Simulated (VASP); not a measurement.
**HgTe under changes of volume**

One of the cells (29.508 Å³/atom); the others are scaled copies at fixed shape and fractional positions:

```xyz
2
Lattice="-3.0658 3.0658 1.5697 3.0658 -3.0658 1.5697 3.0658 3.0658 -1.5697" Properties=species:S:1:pos:R:3 pbc="T T T"
Hg    0.0000    3.0658    0.7849
Te    0.0000    0.0000    0.0000
```

Measurements of this composition are mostly on another form, of space group No. 216.

- Program: VASP 6.6.1
- Functional: PBEsol
- Potentials or basis: VASP PAW PBE potentials, release 64 (Hg, Te)
- Cutoff: 520 eV
- k mesh: 10 × 10 × 10
- Occupations: fermi-dirac, width 0.05 eV
- Spin: no spin polarisation

| volume (Å³/atom) | energy over the lowest point (meV/atom) | pressure (GPa) |
| --- | --- | --- |
| 27.193 | 0.00 | -0.5 |
| 27.772 | 3.67 | -1.6 |
| 28.351 | 10.75 | -2.4 |
| 29.508 | 33.47 | -3.9 |
| 30.086 | 48.41 | -4.5 |
| 30.665 | ? | ? |

Problem. What does the run at 30.665 Å³/atom give?

Solution. Energy over the lowest point 65.31 meV/atom; pressure -5.0 GPa.

Worked out: A Birch-Murnaghan fit of order 3 (a polynomial in V^(-2/3)) to the other rows has its minimum at 26.93 Å³/atom, just outside them, with B0 = V·E''(V) = 53 GPa and B' = 5.1 at fixed shape and positions, which overstates the stiffness. It gives 65.37 meV/atom at 30.665 Å³/atom, against the run's 65.31, and -dE/dV = -4.9 GPa, against -5.0.

Energies are extrapolated to zero smearing.

Caveats: the PAW data sets were made with another functional, which shifts forces and pressure a little.
